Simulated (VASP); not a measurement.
Set up this calculation in VASP 6.6.1, as the native input.

```yaml
Task: Born charges and dielectric tensor
Functional: LDA
Potentials_or_basis: VASP PAW LDA potentials, release 64 (Ga, P)
Cutoff: 600 eV
k_mesh: 9 × 9 × 9
Occupations: gaussian, width 0.02 eV
Spin: no spin polarisation
Further_INCAR_settings: ALGO = Fast; EDIFF = 1e-08; IBRION = 8; NSW = 1
```

The structure of GaP lies in POSCAR:

```
GaP
1.0
    1.8982300000      1.0959400000      6.3011800000
   -1.8982300000      1.0959400000      6.3011800000
    0.0000000000     -2.1918900000      6.3011800000
Ga P
2 2
Direct
    0.4359300000      0.4359300000      0.4359300000
    0.5640700000      0.5640700000      0.5640700000
    0.0579600000      0.0579600000      0.0579600000
    0.9420400000      0.9420400000      0.9420400000
```

Measurements of this composition are mostly on another form, of space group No. 216.

One way to write it, as run:

INCAR

```
PREC = Accurate
ENCUT = 600
EDIFF = 1E-8
ISMEAR = 0
SIGMA = 0.02
LREAL = False
LASPH = True
NELM = 100
ALGO = Fast
ISIF = 2
LWAVE = False
LCHARG = False
GGA = CA
LEPSILON = True
IBRION = 8
NSW = 1
```

KPOINTS

```
Automatic mesh
0
Gamma
  9 9 9
```

Potentials or basis: VASP PAW LDA potentials, release 64 (Ga, P).

The run is started by

```bash
$ cat potpaw_LDA.64/Ga/POTCAR potpaw_LDA.64/P/POTCAR > POTCAR
$ mpirun -np 1 vasp_std > vasp.out
```

Results of the run:

```yaml
Band_gap_on_the_k_mesh: 0.75 eV, indirect (least direct gap 1.19 eV)
Electronic_dielectric_tensor_diagonal: 11.90, 11.90, 14.01
Born_charges_mean_of_the_diagonal: Ga +1.44; P -1.44 e
Highest_phonon_frequency_at_Γ_LO-TO_splitting_left_out: 465 cm⁻¹
```

Caveat: an odd mesh through Γ misses points on the zone boundary, where band edges often lie.

Wall time 64 min on 1 thread of Intel(R) Xeon(R) 6975P-C (Granite Rapids), with other jobs on the host, peak memory 1.2 GiB.
